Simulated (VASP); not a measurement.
**SrTiO3 in VASP 6.6.1, single-point calculation**

INCAR

```
ISIF = 2
LCHARG = .FALSE.
GGA = PE
NSW = 0
ENCUT = 300
IBRION = -1
PREC = Accurate
EDIFF = 1E-7
LASPH = .TRUE.
LREAL = .FALSE.
IVDW = 20
ISMEAR = -1
SIGMA = 0.02
LWAVE = .FALSE.
NBANDS = 28
NELM = 67
```

KPOINTS

```
KPOINTS created by Atomic Simulation Environment
0
Gamma
6 6 6
0 0 0
```

POSCAR

```
Sr Ti O
 1.0000000000000000
     3.7896459564999998    0.0000000000000000    0.0000000000000000
     0.0000000000000000    3.7896459564999998    0.0000000000000000
     0.0000000000000000    0.0000000000000000    3.9858217010999999
 Sr  Ti  O
   1   1   3
Cartesian
  0.0000000000000000  0.0000000000000000  0.0000000000000000
  1.8948229782499997  1.8948229782499997  1.9929108505499995
  1.8948229782499997  1.8948229782499997  0.0000000000000000
  1.8948229782499997  0.0000000000000000  1.9929108505499995
  0.0000000000000000  1.8948229782499997  1.9929108505499995
```

The recommended PBE PAW datasets give the neutral cell 40 valence electrons.

Command

```
mpirun -np 1 vasp_std
```

OSZICAR

```
N       E                     dE             d eps       ncg     rms          rms(c)
DAV:   1     0.328136054165E+03    0.32814E+03   -0.15462E+04  2244   0.109E+03
DAV:   2    -0.181014851661E+02   -0.34624E+03   -0.33282E+03  2644   0.356E+02
DAV:   3    -0.481484972646E+02   -0.30047E+02   -0.29907E+02  3216   0.105E+02
DAV:   4    -0.492446283341E+02   -0.10961E+01   -0.10943E+01  3288   0.167E+01
DAV:   5    -0.492619172068E+02   -0.17289E-01   -0.17285E-01  3160   0.197E+00    0.281E+01
DAV:   6    -0.402968022536E+02    0.89651E+01   -0.38698E+01  3104   0.598E+01    0.153E+01
DAV:   7    -0.403851744495E+02   -0.88372E-01   -0.48996E+00  2936   0.154E+01    0.111E+01
DAV:   8    -0.404206469471E+02   -0.35472E-01   -0.11772E+00  2708   0.118E+01    0.350E+00
DAV:   9    -0.403268229992E+02    0.93824E-01   -0.30662E-01  2672   0.615E+00    0.795E-01
DAV:  10    -0.403271182231E+02   -0.29522E-03   -0.65562E-02  2736   0.151E+00    0.659E-01
DAV:  11    -0.403225213861E+02    0.45968E-02   -0.22044E-02  3096   0.159E+00    0.149E-01
DAV:  12    -0.403224417557E+02    0.79630E-04   -0.16099E-03  2576   0.473E-01    0.612E-02
DAV:  13    -0.403224880816E+02   -0.46326E-04   -0.32893E-04  3248   0.138E-01    0.542E-02
DAV:  14    -0.403224811430E+02    0.69386E-05   -0.28237E-05  2964   0.401E-02    0.264E-02
DAV:  15    -0.403224754188E+02    0.57242E-05   -0.18149E-05  3160   0.454E-02    0.632E-03
DAV:  16    -0.403224760494E+02   -0.63056E-06   -0.33165E-06  2728   0.116E-02    0.340E-03
DAV:  17    -0.403224759278E+02    0.12160E-06   -0.37245E-07  2208   0.454E-03    0.283E-03
DAV:  18    -0.403224758976E+02    0.30176E-07   -0.13513E-07  1736   0.387E-03
   1 F= -.42451792E+02 E0= -.42451792E+02  d E =-.165211E-11
```

From OUTCAR

```
k-points           NKPTS =     40   k-points in BZ     NKDIM =     40   number of bands    NBANDS=     28

   NELECT =      40.0000    total number of electrons

   dimension x,y,z NGX =    24 NGY =   24 NGZ =   24
   dimension x,y,z NGXF=    48 NGYF=   48 NGZF=   48

  energy-cutoff  :      300.00
  volume of cell :       57.24
      direct lattice vectors                 reciprocal lattice vectors
     3.789645956  0.000000000  0.000000000     0.263876893  0.000000000  0.000000000
     0.000000000  3.789645956  0.000000000     0.000000000  0.263876893  0.000000000
     0.000000000  0.000000000  3.985821701     0.000000000  0.000000000  0.250889296

 k-points in reciprocal lattice and weights: KPOINTS created by Atomic Simulation Env
   0.00000000  0.00000000  0.00000000       0.005
   0.16666667  0.00000000  0.00000000       0.019
   0.33333333  0.00000000  0.00000000       0.019
   0.50000000  0.00000000  0.00000000       0.009
   0.16666667  0.16666667  0.00000000       0.019
   0.33333333  0.16666667  0.00000000       0.037
   0.50000000  0.16666667  0.00000000       0.019
   0.33333333  0.33333333  0.00000000       0.019
   ...

 E-fermi :   4.9794

 k-point     1 :       0.0000    0.0000    0.0000
  band No.  band energies     occupation
      1     -51.7953      2.00000
      2     -28.1615      2.00000
      3     -28.1182      2.00000
      4     -28.1182      2.00000
      5     -28.0716      2.00000
      6     -13.2578      2.00000
      7     -12.3594      2.00000
      8     -12.1060      2.00000
      9     -10.2162      2.00000
     10     -10.1368      2.00000
     11     -10.1368      2.00000
     12       1.3830      2.00000
     13       1.6525      2.00000
     14       1.6525      2.00000
     15       3.0364      2.00000
     16       3.2785      2.00000
     17       3.2785      2.00000
     18       4.0538      2.00000
     19       4.0971      2.00000
     20       4.0971      2.00000
     21       6.3815      0.00000
     22       6.3815      0.00000
     23       6.4717      0.00000
     24       8.8001      0.00000
     25       9.2545      0.00000
     26       9.7600      0.00000
     27      10.1959      0.00000
     28      11.0625      0.00000

 k-point     2 :       0.1667    0.0000    0.0000
  band No.  band energies     occupation
      1     -51.7947      2.00000
      2     -28.2156      2.00000
      3     -28.1169      2.00000
      4     -28.0821      2.00000
      5     -28.0703      2.00000
      6     -13.2359      2.00000
      7     -12.3135      2.00000
      8     -12.1375      2.00000
      9     -10.2003      2.00000
     10     -10.1202      2.00000
     11      -9.9554      2.00000
     12       1.2215      2.00000
     13       1.3648      2.00000
     14       1.6197      2.00000
     15       2.6678      2.00000
     16       2.9094      2.00000
     17       2.9831      2.00000
     18       3.3054      2.00000
     19       3.9027      2.00000
     20       3.9415      2.00000
     21       6.4321      0.00000
     22       7.0449      0.00000
     23       7.1229      0.00000
     24       8.8801      0.00000
     25       9.9569      0.00000
     26      10.2953      0.00000
     27      10.7245      0.00000
     28      11.7547      0.00000

 ...

  Total     -10.44189   -10.44189   -15.09550     0.00000     0.00000     0.00000
  in kB    -292.26337  -292.26337  -422.51569     0.00000     0.00000     0.00000
  external pressure =     -335.68 kB  Pullay stress =        0.00 kB

 POSITION                                       TOTAL-FORCE (eV/Angst)
 -----------------------------------------------------------------------------------
      0.00000      0.00000      0.00000         0.000000      0.000000      0.000000
      1.89482      1.89482      1.99291         0.000000      0.000000      0.000000
      1.89482      1.89482      0.00000         0.000000      0.000000      0.000000
      1.89482      0.00000      1.99291         0.000000      0.000000      0.000000
      0.00000      1.89482      1.99291         0.000000      0.000000      0.000000
 -----------------------------------------------------------------------------------
    total drift:                                0.000000     -0.000000     -0.000000

  FREE ENERGIE OF THE ION-ELECTRON SYSTEM (eV)
  ---------------------------------------------------
  free  energy   TOTEN  =       -42.4517920244 eV

  energy  without entropy=      -42.4517920244  energy(sigma->0) =      -42.45179202
```

It converged. Results: gap between bands v and c on the k mesh 1.85 eV; least direct gap on the k mesh 2.28 eV; pressure -33.6 GPa. Band v is the last that the valence electrons fill when counted band by band, and c is the next.

For comparison, a separate PBE run of the intended cell, on usual settings and not on those above, gives a gap of 1.82 eV on its mesh and a pressure of 14.0 GPa.

The run above took about 31 s on one core of a shared host (Intel Xeon Platinum 8488C) and held 0.16 GiB at most.
